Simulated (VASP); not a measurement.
# C (P6/mmm) in VASP: notebook

One crystal, C, is run at these levels: PBE+D3(BJ); tasks: single point, relaxation of cell and atoms.

All numbers are computed with VASP 6.6.1; they aren't measurements. Logs are shortened: lines on timing, memory, paths and dates and some standing lists are left out, and cuts for length are marked.

## 1. The crystal as given

Symmetry: P6/mmm, No. 191, hexagonal system. The conventional cell has a = 2.465 Å, b = 2.465 Å, c = 3.575 Å, α = 90.00°, β = 90.00°, γ = 120.00°. Around C (site symmetry -6m2) lie 3 C at 1.42 Å.

This is a stacking variant of graphite.

## 2. Single point, PBE+D3(BJ)

Contents of INCAR:

```
SYSTEM = C
PREC     = Accurate       ! precision mode
ENCUT    = 520            ! plane-wave cutoff, eV
EDIFF    = 1E-7           ! SCF threshold, eV
ISMEAR   = 0              ! smearing method
SIGMA    = 0.1            ! smearing width, eV
LREAL    = .False.        ! projectors in reciprocal space
LASPH    = .True.         ! aspherical terms in the spheres
NELM     = 100            ! most SCF steps
ALGO     = Normal         ! electronic algorithm
ISIF     = 2              ! what is computed and relaxed
LWAVE    = .False.        ! write WAVECAR
LCHARG   = .False.        ! write CHGCAR
GGA      = PE             ! functional
IVDW     = 12             ! dispersion correction
NBANDS   = 11             ! bands
```

Contents of KPOINTS:

```
Automatic mesh
0
Gamma
  21 21 6
  0 0 0
```

Contents of POSCAR:

```
C
1.0
    2.4647271831      0.0000000000      0.0000000000
   -1.2323635916      2.1345163540      0.0000000000
    0.0000000000      0.0000000000      3.5745041692
C
2
Direct
    0.3333333333      0.6666666667      0.0000000000
    0.6666666667      0.3333333333      0.0000000000
```

Potentials or basis: VASP PAW PBE potentials, release 64 (C).

The run is started by

```console
$ cat potpaw_PBE.64/C/POTCAR > POTCAR
$ mpirun -np 1 vasp_std > vasp.out
```

OUTCAR:

```text
SYSTEM = C
   PREC = Accurate
   ENCUT = 520
   EDIFF = 1E-7
   ISMEAR = 0
   LREAL = .False.
   LASPH = .True.
   NELM = 100
   ISIF = 2
   GGA = PE
   IVDW = 12
 IVDW          = 12

 ion  position               nearest neighbor table
   1  0.333  0.667  0.000-   2 1.42   2 1.42   2 1.42
   2  0.667  0.333  0.000-   1 1.42   1 1.42   1 1.42

  LATTYP: Found a hexagonal cell.
 ALAT       =     2.4647271831
 C/A-ratio  =     1.4502636209

  Lattice vectors:

 A1 = (   2.4647271831,   0.0000000000,   0.0000000000)
 A2 = (  -1.2323635916,   2.1345163540,   0.0000000000)
 A3 = (   0.0000000000,   0.0000000000,   3.5745041692)

Analysis of symmetry for initial positions (statically):
=====================================================================
 Subroutine PRICEL returns:
 Original cell was already a primitive cell.

 Routine SETGRP: Setting up the symmetry group for a
 hexagonal supercell.

 Subroutine GETGRP returns: Found 24 space group operations
 (whereof 24 operations were pure point group operations)
 out of a pool of 24 trial point group operations.

The static configuration has the point symmetry D_6h.

Analysis of symmetry for dynamics (positions and initial velocities):
=====================================================================
 Subroutine PRICEL returns:
 Original cell was already a primitive cell.

 Routine SETGRP: Setting up the symmetry group for a
 hexagonal supercell.

 Subroutine GETGRP returns: Found 24 space group operations
 (whereof 24 operations were pure point group operations)
 out of a pool of 24 trial point group operations.

The dynamic configuration has the point symmetry D_6h.

 Subroutine INISYM returns: Found 24 space group operations
 (whereof 24 operations are pure point group operations),
 and found     1 'primitive' translations

----------------------------------------------------------------------------------------

                                     Primitive cell

  volume of cell :      18.8055

  direct lattice vectors                    reciprocal lattice vectors
     2.464727183  0.000000000  0.000000000     0.405724417  0.234245102  0.000000000
    -1.232363592  2.134516354  0.000000000     0.000000000  0.468490203  0.000000000
     0.000000000  0.000000000  3.574504169     0.000000000  0.000000000  0.279759081

  length of vectors
     2.464727183  2.464727183  3.574504169     0.468490203  0.468490203  0.279759081

  position of ions in fractional coordinates (direct lattice)
     0.333333333  0.666666667  0.000000000
     0.666666667  0.333333333  0.000000000

  ion indices of the primitive-cell ions
   primitive index   ion index
                 1           1
                 2           2

----------------------------------------------------------------------------------------

 KPOINTS: Automatic mesh

Automatic generation of k-mesh.
 Grid dimensions read from file:
 generate k-points for:   21   21    6

 Generating k-lattice:

  Cartesian coordinates                     Fractional coordinates (reciprocal lattice)
     0.019320210  0.011154529  0.000000000     0.047619048  0.000000000  0.000000000
     0.000000000  0.022309057  0.000000000     0.000000000  0.047619048  0.000000000
     0.000000000  0.000000000  0.046626513     0.000000000  0.000000000  0.166666667

  Length of vectors
     0.022309057  0.022309057  0.046626513

  Shift w.r.t. Gamma in fractional coordinates (k-lattice)
     0.000000000  0.000000000  0.000000000

 Subroutine IBZKPT returns following result:
 ===========================================

 Found    192 irreducible k-points:

 Following reciprocal coordinates:
            Coordinates               Weight
  0.000000  0.000000  0.000000      1.000000
  0.047619 -0.000000  0.000000      6.000000
  0.095238 -0.000000  0.000000      6.000000
  0.142857  0.000000  0.000000      6.000000
  0.190476 -0.000000  0.000000      6.000000
  0.238095 -0.000000  0.000000      6.000000
[... 16 lines left out ...]
  0.142857  0.095238  0.000000     12.000000
  0.190476  0.095238  0.000000     12.000000
 [... further k-points ...]
   k-points           NKPTS =    192   k-points in BZ     NKDIM =    192   number of bands    NBANDS=     11
   number of dos      NEDOS =    301   number of ions     NIONS =      2
   total plane-waves  NPLWV =   9072
   dimension x,y,z NGX =    18 NGY =   18 NGZ =   28
   dimension x,y,z NGXF=    36 NGYF=   36 NGZF=   56
   ions per type =               2
   NGX,Y,Z   is equivalent  to a cutoff of  12.14, 12.14, 13.02 a.u.
   NGXF,Y,Z  is equivalent  to a cutoff of  24.28, 24.28, 26.04 a.u.
 SYSTEM =  C
   PREC   = accura    normal or accurate (medium, high low for compatibility)
   ISTART =      0    job   : 0-new  1-cont  2-samecut
   ICHARG =      2    charge: 1-file 2-atom 10-const
   ISPIN  =      1    spin polarized calculation?
   LNONCOLLINEAR =      F non collinear calculations
   LSORBIT =      F    spin-orbit coupling
   LASPH  =      T    aspherical Exc in radial PAW
   ENCUT  =  520.0 eV  38.22 Ry    6.18 a.u.   4.58  4.58  6.65*2*pi/ulx,y,z
   NELM   =    100;   NELMIN=  2; NELMDL= -5     # of ELM steps
   EDIFF  = 0.1E-06   stopping-criterion for ELM
   LREAL  =      F    real-space projection
   EDIFFG = 0.1E-05   stopping-criterion for IOM
   NSW    =      0    number of steps for IOM
   IBRION =     -1    ionic relax: 0-MD 1-quasi-New 2-CG
   NFREE  =      0    steps in history (QN), initial steepest desc. (CG)
   ISIF   =      2    stress and relaxation
   ISYM   =      2    0-nonsym 1-usesym 2-fastsym
   POTIM  = 0.5000    time-step for ionic-motion
   TEBEG  =    0.0;   TEEND  =   0.0 temperature during run
   PSTRESS=    0.0 pullay stress
   NELECT =       8.0000    total number of electrons
   NUPDOWN=      -1.0000    fix difference up-down
   EMIN   =  10.00;   EMAX   =-10.00  energy-range for DOS
   EFERMI =   0.00;   METHOD = LEGACY
   ISMEAR =     0;   SIGMA  =   0.10  broadening in eV -4-tet -1-fermi 0-gaus
   EFERMI_NEDOS =   21; number of points for ismear=-14 and -15
   IALGO  =     38    algorithm
   IMIX   =      4    mixing-type and parameters
     AMIX     =   0.40;   BMIX     =  1.00
     AMIX_MAG =   1.60;   BMIX_MAG =  1.00
  volume/ion in A,a.u.               =       9.40        63.45
  Fermi-wavevector in a.u.,A,eV,Ry     =   1.231242  2.326710 20.625847  1.515957
  Thomas-Fermi vector in A             =   2.366059
   LORBIT       =      0    0 simple, 1 ext, 2 COOP (PROOUT), +10 PAW based schemes
   GGA     = PE    functional components
   LHFCALC =     F    Hartree Fock is set to
   AEXX    =    0.0000 exact exchange contribution
   IVDW    =    12    specifies the selected vdW correction
   LEPSILON=     F    determine dielectric tensor
   LRPA    =     F    only Hartree local field effects (RPA)
 non-spin polarized calculation
 Gauss-broadening in eV      SIGMA  =   0.10
  energy-cutoff  :      520.00
  volume of cell :       18.81
 maximum number of plane-waves:       522
   NGX =  9   NGY =  9   NGZ = 13

 number of electron       7.9999998 magnetization

 Free energy of the ion-electron system (eV)
  ---------------------------------------------------
  ext. energy  EPLUGINS =         0.00000000
  ---------------------------------------------------
  free energy    TOTEN  =       -18.42841213 eV

  energy without entropy =      -18.42841013  energy(sigma->0) =      -18.42841113

 E-fermi :   4.1587     XC(G=0):  -9.8747

 val. band max:        3.9296915872   @ k =   0.3333   0.3333   0.3333
 cond. band min:       4.3858766850   @ k =   0.3333   0.3333   0.1667
 fundamental gap:      0.4561850978
 Fermi energy:         4.1586925638

 k-point     1 :       0.0000    0.0000    0.0000
  band No.  band energies     occupation
      1     -15.4521      2.00000
      2      -2.7145      2.00000
      3       1.1243      2.00000
      4       1.1243      2.00000
      5       7.9847      0.00000
      6      12.4626      0.00000
      7      12.4626      0.00000
      8      15.7427      0.00000
      9      16.5745      0.00000
     10      26.3845      0.00000
     11      27.6860      0.00000

 k-point     2 :       0.0476   -0.0000    0.0000
  band No.  band energies     occupation
      1     -15.3983      2.00000
      2      -2.6521      2.00000
      3       0.9028      2.00000
      4       1.0079      2.00000
      5       8.0515      0.00000
      6      12.4921      0.00000
      7      12.6959      0.00000
      8      15.5621      0.00000
      9      16.6670      0.00000
     10      26.5495      0.00000
     11      27.6097      0.00000

 k-point     3 :       0.0952   -0.0000    0.0000
  band No.  band energies     occupation
      1     -15.2366      2.00000
      2      -2.4656      2.00000
      3       0.2814      2.00000
      4       0.6894      2.00000
      5       8.2521      0.00000
      6      12.5345      0.00000
      7      13.3633      0.00000
      8      15.0442      0.00000
      9      16.9624      0.00000
     10      26.9916      0.00000
     11      27.3354      0.00000

 k-point     4 :       0.1429    0.0000    0.0000
  band No.  band energies     occupation
      1     -14.9676      2.00000
      2      -2.1567      2.00000
      3      -0.6397      2.00000
      4       0.2397      2.00000
      5       8.5870      0.00000
      6      12.5108      0.00000
      7      14.2429      0.00000
      8      14.3872      0.00000
      9      17.4718      0.00000
     10      26.7866      0.00000
     11      27.5229      0.00000

 k-point     5 :       0.1905   -0.0000    0.0000
  band No.  band energies     occupation
      1     -14.5926      2.00000
      2      -1.7539      2.00000
      3      -1.7290      2.00000
      4      -0.2669      2.00000
      5       9.0555      0.00000
      6      12.3957      0.00000
      7      13.2260      0.00000
      8      15.6810      0.00000
      9      18.1378      0.00000
     10      26.0146      0.00000
     11      27.6484      0.00000
[... 211 lines left out ...]
 k-point    21 :       0.4762    0.0476    0.0000
  band No.  band energies     occupation
      1     -10.1429      2.00000
      2      -9.0936      2.00000
      3      -2.4437      2.00000
      4       2.3580      2.00000
      5       6.4935      0.00000
      6      11.6690      0.00000
      7      15.1231      0.00000
      8      15.4239      0.00000
      9      22.1364      0.00000
     10      23.9102      0.00000
     11      26.6307      0.00000

 k-point    22 :       0.0952    0.0952    0.0000
  band No.  band energies     occupation
      1     -14.8067      2.00000
      2      -1.9725      2.00000
      3      -0.9851      2.00000
      4      -0.1820      2.00000
      5       8.7896      0.00000
      6      12.9426      0.00000
      7      13.8059      0.00000
      8      14.3323      0.00000
      9      17.9692      0.00000
     10      26.1978      0.00000
     11      27.7261      0.00000

 k-point    23 :       0.1429    0.0952    0.0000
  band No.  band energies     occupation
      1     -14.4324      2.00000
      2      -1.9293      2.00000
      3      -1.5468      2.00000
      4      -0.7893      2.00000
      5       9.2599      0.00000
      6      12.8541      0.00000
      7      13.1028      0.00000
      8      15.0555      0.00000
      9      18.8948      0.00000
     10      25.1706      0.00000
     11      27.7128      0.00000

 k-point    24 :       0.1905    0.0952    0.0000
  band No.  band energies     occupation
      1     -13.9539      2.00000
      2      -3.0304      2.00000
      3      -1.3649      2.00000
      4      -1.0086      2.00000
      5       9.8623      0.00000
      6      11.7622      0.00000
      7      13.0550      0.00000
      8      16.0633      0.00000
      9      19.9158      0.00000
     10      24.1019      0.00000
     11      26.8583      0.00000

 [... further k-points ...]

------------------------ aborting loop because EDIFF is reached ----------------------------------------

 Edisp (eV)   -0.28970

 E8    (eV) :    -0.0814

  FORCE on cell =-STRESS in cart. coord.  units (eV):
  Direction    XX          YY          ZZ          XY          YZ          ZX
  --------------------------------------------------------------------------------------
  -------------------------------------------------------------------------------------
  Total       0.07706     0.07706    -0.01181    -0.00000     0.00000    -0.00000
  in kB       6.56566     6.56566    -1.00648    -0.00000     0.00000    -0.00000
  external pressure =        4.04 kB  Pullay stress =        0.00 kB

 VOLUME and BASIS-vectors are now :
 -----------------------------------------------------------------------------
  energy-cutoff  :      520.00
  volume of cell :       18.81
      direct lattice vectors                 reciprocal lattice vectors
     2.464727183  0.000000000  0.000000000     0.405724417  0.234245102  0.000000000
    -1.232363592  2.134516354  0.000000000     0.000000000  0.468490203  0.000000000
     0.000000000  0.000000000  3.574504169     0.000000000  0.000000000  0.279759081

 POSITION                                       TOTAL-FORCE (eV/Angst)
 -----------------------------------------------------------------------------------
     -0.00000      1.42301      0.00000         0.000000     -0.000000      0.000000
      1.23236      0.71151      0.00000        -0.000000      0.000000     -0.000000
 -----------------------------------------------------------------------------------
    total drift:                                0.000000     -0.000000      0.000000

  FREE ENERGIE OF THE ION-ELECTRON SYSTEM (eV)
  ---------------------------------------------------
  free  energy   TOTEN  =       -18.7181106347 eV

  energy  without entropy=      -18.7181086366  energy(sigma->0) =      -18.71810964
```

Run time: 12 s. Hardware: 1 thread of Intel Xeon 6975P-C (Granite Rapids), shared host; peak memory 0.15 GiB.

Results:

```yaml
Free_energy: -18.7181 eV
Pressure: 0.4 GPa
Band_gap_on_the_k_mesh: none (metal or under the smearing width)
Dispersion_energy_per_atom: -0.145 eV
```

Levels at points of the mesh, in eV from the Fermi level:
```csv
k point,band 1,band 2,band 3,band 4,band 5,band 6,band 7,band 8
"(0.00, 0.00, 0.00)",-19.61,-6.87,-3.03,-3.03,3.83,8.30,8.30,11.58
"(0.00, 0.00, 0.50)",-19.43,-8.29,-3.02,-3.02,8.36,8.36,9.17,11.33
```

## 3. Single point, PBE+D3(BJ)

Contents of INCAR:

```
PREC = Accurate ; ENCUT = 520
EDIFF = 1E-6 ; ISMEAR = 0
SIGMA = 0.1 ; LREAL = F
LASPH = T ; NELM = 100
ALGO = Normal ; ISIF = 2
LWAVE = F ; LCHARG = F
GGA = PE ; IVDW = 12
NBANDS = 11
```

Contents of KPOINTS:

```
regular mesh
0
Gamma
  21 21 12
```

POSCAR is that of step 2.

Potentials or basis: VASP PAW PBE potentials, release 64 (C).

The run is started by

```console
$ cat potpaw_PBE.64/C/POTCAR > POTCAR
$ mpirun -np 1 vasp_std > vasp.out
```

Wall time 19 s (1 thread of Intel Xeon 6975P-C (Granite Rapids), shared host); peak memory 0.17 GiB.

The run converged. Its results:

```
Free energy                : -18.7180 eV
Pressure                   : 0.4 GPa
Band gap on the k mesh     : none (metal or under the smearing width)
Dispersion energy per atom : -0.145 eV
```

Stress tensor (GPa, compression positive):
```
 0.65  0.00  0.00
 0.00  0.65  0.00
 0.00  0.00 -0.10
```

Levels at points of the mesh, in eV from the Fermi level:
| k point | band 2 | band 3 | band 4 | band 5 | band 6 | band 7 |
| --- | --- | --- | --- | --- | --- | --- |
| (0.00, 0.00, 0.00) | -6.87 | -3.03 | -3.03 | 3.83 | 8.31 | 8.31 |
| (0.00, 0.00, 0.50) | -8.28 | -3.01 | -3.01 | 8.37 | 8.37 | 9.17 |

## 4. Relaxation of cell and atoms, PBE+D3(BJ)

Contents of INCAR:

```
SYSTEM = C
  PREC = Accurate
  ENCUT = 600
  EDIFF = 1E-6
  ISMEAR = 0
  SIGMA = 0.1
  LREAL = .False.
  LASPH = .True.
  NELM = 100
  ALGO = Fast
  ISIF = 3
  LWAVE = .False.
  LCHARG = .False.
  GGA = PE
  IVDW = 12
  IBRION = 2
  NSW = 100
  EDIFFG = -0.005
```

Contents of KPOINTS:

```
Automatic mesh
0
Gamma
  21 21 12
  0 0 0
```

POSCAR is that of step 3.

The run is started by

```console
$ cat potpaw_PBE.64/C/POTCAR > POTCAR
$ mpirun -np 1 vasp_std > vasp.out
```

It took 96 s on 1 thread of Intel Xeon 6975P-C (Granite Rapids), shared host; peak memory 0.18 GiB.

Results (log left out):

```
Free energy                            : -18.7230 eV
Relaxed volume                         : 9.30 Å³/atom
Relaxed cell                           : a = 2.465 Å, b = 2.465 Å, c = 3.537 Å, α = 90.00°, β = 90.00°, γ = 120.00°
Space group after relaxing (to 0.05 Å) : P6/mmm (No. 191)
Energy gained by relaxing              : 0.1 meV/atom
Ionic steps                            : 12
Pressure after relaxing                : 0.0 GPa
Band gap on the k mesh                 : none (metal or under the smearing width)
Dispersion energy per atom             : -0.147 eV
```

Stress tensor (GPa, compression positive):
```
 0.03  0.00  0.00
 0.00  0.03  0.00
 0.00  0.00 -0.06
```

The path:
```
step  energy change (eV)  largest force (eV/Å)  pressure (GPa)  volume (Å³)
   1              0.0000                0.0000           -0.01        18.81
   2              0.0000                0.0000           -0.37        18.80
   3              0.0000                0.0000           -0.32        18.80
   4              0.0000                0.0000           -0.27        18.80
   5              0.0000                0.0000           -0.22        18.79
   6             -0.0001                0.0000           -0.11        18.75
   7             -0.0002                0.0000            0.15        18.67
   8             -0.0001                0.0000            0.80        18.51
   9             -0.0002                0.0000            0.44        18.62
  10             -0.0002                0.0000            0.28        18.65
  11             -0.0002                0.0000            0.23        18.64
  12             -0.0002                0.0000            0.00        18.61
```

Final structure:
```
C
1.0
     2.46489    0.00000    0.00000
    -1.23245    2.13466    0.00000
     0.00000    0.00000    3.53674
C
2
Direct
  0.33333 0.66667 0.00000
  0.66667 0.33333 0.00000
```

Levels at points of the mesh, in eV from the Fermi level:
```tsv
k point	band 1	band 2	band 3	band 4	band 5	band 6	band 7	band 8
(0.00, 0.00, 0.00)	-19.61	-6.82	-3.03	-3.03	3.90	8.31	8.31	11.60
(0.00, 0.00, 0.50)	-19.41	-8.32	-3.00	-3.00	8.37	8.37	9.39	11.32
```

## 5. Single point, PBE+D3(BJ)

This run uses another cell than the first one, of 22.27 Å³/atom, 2.368 times its volume.

Contents of INCAR:

```
SYSTEM = C
PREC = Accurate
ENCUT = 520
EDIFF = 1E-6
ISMEAR = 0
SIGMA = 0.1
LREAL = .FALSE.
LASPH = .TRUE.
NELM = 100
ALGO = Fast
ISIF = 2
LWAVE = .FALSE.
LCHARG = .FALSE.
GGA = PE
IVDW = 12
NBANDS = 11
```

Contents of KPOINTS:

```
regular mesh
0
G
  9 9 2
  0 0 0
```

Contents of POSCAR:

```
C
1.0
    2.4561701622      0.0000000000      0.0000000000
   -1.2280850811      2.1271057565      0.0000000000
    0.0000000000      0.0000000000      8.5238033600
C
2
Direct
    0.3333333300      0.6666666700      0.0000000000
    0.6666666700      0.3333333300      0.0000000000
```

The run is started by

```console
$ cat potpaw_PBE.64/C/POTCAR > POTCAR
$ mpirun -np 1 vasp_std > vasp.out
```

It took 5.3 s on 1 thread of Intel Xeon 6975P-C (Granite Rapids), shared host; peak memory 0.15 GiB.

Results (log left out):

```
Free energy                : -18.6147 eV
Band gap on the k mesh     : none (metal or under the smearing width)
Dispersion energy per atom : -0.090 eV
```

Levels at points of the mesh, in eV from the Fermi level:
| k point | band 1 | band 2 | band 3 | band 4 | band 5 | band 6 | band 7 | band 8 |
| --- | --- | --- | --- | --- | --- | --- | --- | --- |
| (0.00, 0.00, 0.00) | -19.62 | -7.70 | -3.04 | -3.04 | 2.95 | 5.27 | 6.96 | 8.38 |
| (0.00, 0.00, 0.50) | -19.62 | -7.70 | -3.04 | -3.04 | 3.69 | 3.74 | 8.38 | 8.38 |

Caveat: the k mesh is coarse (spacing up to 0.37 Å⁻¹), so the values aren't converged.

(Part 1 of 2 ends here.)
